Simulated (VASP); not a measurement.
# ZnS (F-43m) in VASP: Born charges and dielectric tensor with LDA

Aim: the Born charges and dielectric tensor of ZnS with LDA.

Everything below comes from runs of VASP 6.6.1. Logs are shortened: lines on timing, memory, paths and dates and some standing lists are left out, and cuts for length are marked.

**Experimental background.**

“Electronic, vibrational, and thermodynamic properties of ZnS (zincblende and rocksalt structure)”, 2009, arxiv:0911.5022 quotes, for a bulk crystal of ZnS at 19 K: band gap 3.85 eV (direct).

From a printed reference work, monograph, for a bulk crystal of ZnS: high-frequency dielectric constant 5.14.

The results are compared with them further down.

## 1. Starting point

It takes space group F-43m (No. 216, cubic). Conventional cell: a = 5.361 Å, b = 5.361 Å, c = 5.361 Å, α = 90.00°, β = 90.00°, γ = 90.00°. Around Zn (site symmetry -43m) lie 4 S at 2.32 Å. Around S (site symmetry -43m) lie 4 Zn at 2.32 Å.

The cell is a database's computed one.

## 2. Born charges and dielectric tensor, LDA

Input file INCAR:

```
  ALGO = Normal
  EDIFF = 1E-8
  ENCUT = 600
  GGA = CA
  IBRION = 8
  ISIF = 2
  ISMEAR = 0
  LASPH = True
  LCHARG = False
  LEPSILON = True
  LREAL = False
  LWAVE = False
  NELM = 100
  NSW = 1
  PREC = Accurate
  SIGMA = 0.02
```

Input file KPOINTS:

```
k-points
0
Gamma
  10 10 10
```

Input file POSCAR:

```
ZnS
1.0
    0.0000000000      2.6804000000      2.6804000000
    2.6804000000      0.0000000000      2.6804000000
    2.6804000000      2.6804000000      0.0000000000
Zn S
1 1
Direct
    0.0000000000      0.0000000000      0.0000000000
    0.7500000000      0.7500000000      0.7500000000
```

Potentials or basis: VASP PAW LDA potentials, release 64 (Zn, S).

Command:

```sh
> cat potpaw_LDA.64/Zn/POTCAR potpaw_LDA.64/S/POTCAR > POTCAR
> mpirun -np 1 vasp_std > vasp.out
```

OUTCAR:

```text
EDIFF = 1E-8
   ENCUT = 600
   GGA = CA
   IBRION = 8
   ISIF = 2
   ISMEAR = 0
   LASPH = True
   LEPSILON = True
   LREAL = False
   NELM = 100
   NSW = 1
   PREC = Accurate

 ion  position               nearest neighbor table
   1  0.000  0.000  0.000-   2 2.32   2 2.32   2 2.32   2 2.32
   2  0.750  0.750  0.750-   1 2.32   1 2.32   1 2.32   1 2.32

  LATTYP: Found a face centered cubic cell.
 ALAT       =     5.3608000000

  Lattice vectors:

 A1 = (   0.0000000000,   2.6804000000,   2.6804000000)
 A2 = (   2.6804000000,   0.0000000000,   2.6804000000)
 A3 = (   2.6804000000,   2.6804000000,   0.0000000000)

Analysis of symmetry for initial positions (statically):
=====================================================================
 Subroutine PRICEL returns:
 Original cell was already a primitive cell.

 Routine SETGRP: Setting up the symmetry group for a
 face centered cubic supercell.

 Subroutine GETGRP returns: Found 24 space group operations
 (whereof 24 operations were pure point group operations)
 out of a pool of 48 trial point group operations.

The static configuration has the point symmetry T_d .

Analysis of symmetry for dynamics (positions and initial velocities):
=====================================================================
 Subroutine PRICEL returns:
 Original cell was already a primitive cell.

 Routine SETGRP: Setting up the symmetry group for a
 face centered cubic supercell.

 Subroutine GETGRP returns: Found 24 space group operations
 (whereof 24 operations were pure point group operations)
 out of a pool of 48 trial point group operations.

The dynamic configuration has the point symmetry T_d .

 Subroutine INISYM returns: Found 24 space group operations
 (whereof 24 operations are pure point group operations),
 and found     1 'primitive' translations

----------------------------------------------------------------------------------------

                                     Primitive cell

  volume of cell :      38.5149

  direct lattice vectors                    reciprocal lattice vectors
     0.000000000  2.680400000  2.680400000    -0.186539322  0.186539322  0.186539322
     2.680400000  0.000000000  2.680400000     0.186539322 -0.186539322  0.186539322
     2.680400000  2.680400000  0.000000000     0.186539322  0.186539322 -0.186539322

  length of vectors
     3.790658033  3.790658033  3.790658033     0.323095584  0.323095584  0.323095584

  position of ions in fractional coordinates (direct lattice)
     0.000000000  0.000000000  0.000000000
     0.750000000  0.750000000  0.750000000

  ion indices of the primitive-cell ions
   primitive index   ion index
                 1           1
                 2           2

----------------------------------------------------------------------------------------

 KPOINTS: k-points

Automatic generation of k-mesh.
 Grid dimensions read from file:
 generate k-points for:   10   10   10

 Generating k-lattice:

  Cartesian coordinates                     Fractional coordinates (reciprocal lattice)
    -0.018653932  0.018653932  0.018653932     0.100000000  0.000000000  0.000000000
     0.018653932 -0.018653932  0.018653932     0.000000000  0.100000000  0.000000000
     0.018653932  0.018653932 -0.018653932     0.000000000  0.000000000  0.100000000

[... 532 lines left out ...]
  free energy    TOTEN  =        -0.58039133 eV

  energy without entropy =       -0.58039133

------------------------ aborting loop because EDIFF is reached ----------------------------------------

--------------------------------------- Ionic step        2  -------------------------------------------

------------------------ aborting loop because EDIFF is reached ----------------------------------------

--------------------------------------- Ionic step        3  -------------------------------------------

------------------------ aborting loop because EDIFF is reached ----------------------------------------

 PIEZOELECTRIC TENSOR FIELD DIRECTION 3  (e Angst)
 -----------------------------------------------------------------------------
    -0.00085  1.61200  0.00000           ( -0.00000 -0.01598  0.00000)
     1.61200 -0.00085  0.00000           ( -0.01598 -0.00000  0.00000)
     0.00000  0.00000 -0.00009           (  0.00000  0.00000 -0.00000)

 PIEZOELECTRIC TENSOR FIELD DIRECTION 3  (C/m^2)
 -----------------------------------------------------------------------------
    -0.00035  0.67058  0.00000
     0.67058 -0.00035  0.00000
     0.00000  0.00000 -0.00004

--------------------------------------- Ionic step        4  -------------------------------------------

------------------------ aborting loop because EDIFF is reached ----------------------------------------

[... ionic steps 5 to 6 ...]

--------------------------------------- Ionic step        7  -------------------------------------------

 Free energy of the ion-electron system (eV)
  ---------------------------------------------------
  ---------------------------------------------------
  free energy    TOTEN  =        -0.10390012 eV

  energy without entropy =       -0.10390012

------------------------ aborting loop because EDIFF is reached ----------------------------------------

 INTERNAL STRAIN TENSOR  FOR ION    2  DIRECTION 1   (eV/Angst):
 -----------------------------------------------------------------------------
    -0.01673  0.00000  0.00000
     0.00000  0.01598  5.22627
     0.00000  5.22627  0.01598

 MACROSCOPIC STATIC DIELECTRIC TENSOR (including local field effects in DFT)
 ------------------------------------------------------
           6.175314    -0.000000     0.000000
          -0.000000     6.175314    -0.000000
           0.000000     0.000000     6.175314
 ------------------------------------------------------

 PIEZOELECTRIC TENSOR (including local field effects)  for field in x, y, z        (e  Angst)
          XX          YY          ZZ          XY          YZ          ZX
  --------------------------------------------------------------------------------
  x     0.00000    -0.00000     0.00000     0.00000     1.62306     0.00000
  y    -0.00000     0.00000     0.00000     0.00000     0.00000     1.62306
  z     0.00000    -0.00000     0.00000     1.62306     0.00000     0.00000

 PIEZOELECTRIC TENSOR (including local field effects)  for field in x, y, z        (C/m^2)
          XX          YY          ZZ          XY          YZ          ZX
  --------------------------------------------------------------------------------
  x     0.00000    -0.00000     0.00000     0.00000     0.67518     0.00000
  y    -0.00000     0.00000     0.00000     0.00000     0.00000     0.67518
  z     0.00000    -0.00000     0.00000     0.67518     0.00000     0.00000

 BORN EFFECTIVE CHARGES (including local field effects) (in |e|, cummulative output)
 ---------------------------------------------------------------------------------
 ion    1
    1     1.96174     0.00000     0.00000
    2    -0.00000     1.96174    -0.00000
    3    -0.00000    -0.00000     1.96174
 ion    2
    1    -1.96174     0.00000     0.00000
    2     0.00000    -1.96174     0.00000
    3     0.00000     0.00000    -1.96174

 INTERNAL STRAIN TENSOR FOR ION    2 for displacements in x,y,z  (eV/Angst):
          X           Y           Z          XY          YZ          ZX
  --------------------------------------------------------------------------------
  x    -0.00000     0.00000     0.00000     0.00000     5.22627     0.00000
  y     0.00000    -0.00000     0.00000     0.00000     0.00000     5.22627
  z     0.00000     0.00000    -0.00000     5.22627     0.00000     0.00000

 SECOND DERIVATIVES (NOT SYMMETRIZED)
 ------------------------------------
               1X          1Y          1Z          2X          2Y          2Z
  1X    -6.015016    0.000000    0.000000    6.015016    0.000000    0.000000
  1Y     0.000000   -6.015016    0.000000    0.000000    6.015016    0.000000
  1Z     0.000000    0.000000   -6.015016    0.000000    0.000000    6.015016
  2X     5.960784    0.000000    0.000000   -5.960784    0.000000    0.000000
  2Y     0.000000    5.960784    0.000000    0.000000   -5.960784    0.000000
  2Z     0.000000    0.000000    5.960784    0.000000    0.000000   -5.960784

 Eigenvectors and eigenvalues of the dynamical matrix
 ----------------------------------------------------

   1 f  =    8.240977 THz    51.779586 2PiTHz  274.889404 cm-1    34.081927 meV
             X         Y         Z           dx          dy          dz
      0.000000  0.000000  0.000000     0.000000    0.575356    0.000000
      4.020600  4.020600  4.020600     0.000000   -0.817903    0.000000
[... 21 lines left out ...]
   6 f/i=    0.017562 THz     0.110344 2PiTHz    0.585801 cm-1     0.072630 meV
             X         Y         Z           dx          dy          dz
      0.000000  0.000000  0.000000     0.000000    0.000000    0.817903
      4.020600  4.020600  4.020600     0.000000    0.000000    0.575356

--------------------------------------------------------------------------------------------------------

 MACROSCOPIC STATIC DIELECTRIC TENSOR IONIC CONTRIBUTION
 ------------------------------------------------------
           3.019542    -0.000000    -0.000000
          -0.000000     3.019542    -0.000000
          -0.000000    -0.000000     3.019542
 ------------------------------------------------------

 ELASTIC MODULI CONTR FROM IONIC RELAXATION (kBar)
 Direction    XX          YY          ZZ          XY          YZ          ZX
 --------------------------------------------------------------------------------
 XX          -0.0000      0.0000      0.0000     -0.0000      0.0000     -0.0000
 YY           0.0000     -0.0000     -0.0000     -0.0000     -0.0000      0.0000
 ZZ           0.0000     -0.0000     -0.0000      0.0000     -0.0000     -0.0000
 XY          -0.0000     -0.0000      0.0000   -189.4421      0.0000      0.0000
 YZ           0.0000     -0.0000     -0.0000      0.0000   -189.4421      0.0000
 ZX          -0.0000      0.0000     -0.0000      0.0000      0.0000   -189.4421
 --------------------------------------------------------------------------------

 PIEZOELECTRIC TENSOR IONIC CONTR  for field in x, y, z        (C/m^2)
          XX          YY          ZZ          XY          YZ          ZX
  --------------------------------------------------------------------------------
  x     0.00000    -0.00000    -0.00000     0.00000    -0.71167     0.00000
  y    -0.00000     0.00000    -0.00000     0.00000     0.00000    -0.71167
  z    -0.00000    -0.00000     0.00000    -0.71167     0.00000     0.00000
```

It took 7.8 min on 1 thread of Intel Xeon Platinum 8559C (Emerald Rapids), shared host; peak memory 0.39 GiB.

Results:

```
Band gap on the k mesh                                  : 2.00 eV, direct
Electronic dielectric tensor (diagonal)                 : 6.18
Born charges (mean of the diagonal)                     : Zn +1.96; S -1.96 e
Highest phonon frequency at Γ, LO-TO splitting left out : 275 cm⁻¹
```

Levels at points of the mesh, in eV from the valence-band top:
| k point | band 6 | band 7 | band 8 | band 9 | band 10 | band 11 | band 12 | band 13 |
| --- | --- | --- | --- | --- | --- | --- | --- | --- |
| (0.00, 0.00, 0.00) | -6.09 | 0.00 | 0.00 | 0.00 | 2.00 | 6.24 | 6.24 | 6.24 |
| (0.50, 0.00, 0.00) | -5.87 | -5.54 | -0.91 | -0.91 | 3.16 | 6.78 | 6.78 | 8.72 |
| (0.50, 0.50, 0.00) | -5.85 | -4.76 | -2.34 | -2.34 | 3.14 | 3.90 | 10.89 | 11.94 |

Phonon frequencies in cm⁻¹ (negative: imaginary):
```
              q point           frequencies
(0.000, 0.000, 0.000)  -1 -1 -1 275 275 275
```

Electronic dielectric tensor:
```
6.18 0.00 0.00
0.00 6.18 0.00
0.00 0.00 6.18
```

Born effective charge tensors (e):
atom 1, Zn
```
1.96 0.00 0.00
0.00 1.96 0.00
0.00 0.00 1.96
```
atom 2, S
```
-1.96  0.00  0.00
 0.00 -1.96  0.00
 0.00  0.00 -1.96
```

## 3. Comparison with measurements

Step 2. Measured gap of ZnS: 3.85 eV (direct; 19 K; quoted in “Electronic, vibrational, and thermodynamic properties of ZnS (zincblende and rocksalt structure)”, 2009, arxiv:0911.5022). This calculation gives 2.00 eV (-1.85 eV). The value is that of LDA, without temperature or zero-point motion. Semilocal functionals fall short of measured gaps as a rule. The cell is a database's relaxed one, not the measured one, which moves gaps too. Measured high-frequency dielectric constant of ZnS: 5.14 (a printed reference work, monograph). This calculation gives 6.18 (+20.1 %).
